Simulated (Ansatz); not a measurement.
Crystal: InP.

```
In P
1.0
     0.00000    2.93050    2.93050
     2.93050    0.00000    2.93050
     2.93050    2.93050    0.00000
In P
1 1
Direct
  0.00000 0.00000 0.00000
  0.75000 0.75000 0.75000
```

Base run:

```yaml
Program: Ansatz 0.2.0
Functional: PBE
Potentials_or_basis: Ansatz PAW
Cutoff: "420 eV (not typed: the program's choice for these potentials)"
k_mesh: 8 × 8 × 8
Occupations: fermi-dirac, width 0.05 eV
Spin: no spin polarisation
```

Its results: band gap on the k mesh 0.72 eV, direct; pressure 3.3 GPa.

Problem. After a change of settings the same cell gave: band gap on the k mesh 0.62 eV, direct; pressure 0.6 GPa. Which change was it?
A. functional from PBE to RPBE
B. functional from PBE to LDA
C. functional from PBE to r2SCAN; cutoff from 420 eV (not typed: the program's choice for these potentials) to 500 eV (not typed: the program's choice for these potentials)
D. functional from PBE to PBEsol

Solution. D.

PBEsol binds more tightly than PBE, so the same cell stands under less pressure.

Caveats: spin-orbit coupling is left out, which moves the levels of the heavy elements; the PAW data sets come from PBE, with cores solved anew for the run's functional, which leaves a small shift of forces and pressure (some runs).
